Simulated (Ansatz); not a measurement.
# Ni3Ge: hydrostatic pressure series

Level of theory: DFT PBEsol, scalar-relativistic, plane waves, PAW (Ansatz 0.2.0). Settings: 420 eV cutoff, 12×12×12 k-mesh, Gaussian smearing of 0.10 eV, no spin polarisation.

Reference structure (relaxed):

```
Ni Ge
1.0
     3.52491    0.00000    0.00000
     0.00000    3.52491    0.00000
     0.00000    0.00000    3.52491
Ni Ge
3 1
Direct
  0.50000 0.00000 0.50000
  0.00000 0.50000 0.50000
  0.50000 0.50000 0.00000
  0.00000 0.00000 0.00000
```

Cell and atoms are relaxed at each pressure within the symmetry of the start, at zero temperature, so transitions that lower the symmetry aren't seen. The k-mesh given is that at zero pressure and may differ at others. a, b and c are the lengths of the cell vectors above. ΔH is E + PV over the energy at zero pressure.

| P (GPa) | V (Å³/atom) | V/V0 | a (Å) | b (Å) | c (Å) | ΔH (eV/atom) |
| --- | --- | --- | --- | --- | --- | --- |
| -3 | 11.10 | 1.014 | 3.541 | 3.541 | 3.541 | -0.206 |
| 0 | 10.95 | 1.000 | 3.525 | 3.525 | 3.525 | 0.000 |
| 3 | 10.80 | 0.987 | 3.509 | 3.509 | 3.509 | 0.204 |
| 8 | 10.59 | 0.967 | 3.486 | 3.486 | 3.486 | 0.537 |
| 15 | 10.32 | 0.942 | 3.456 | 3.456 | 3.456 | 0.994 |
| 30 | 9.85 | 0.899 | 3.402 | 3.402 | 3.402 | 1.937 |
| 60 | 9.16 | 0.836 | 3.321 | 3.321 | 3.321 | 3.712 |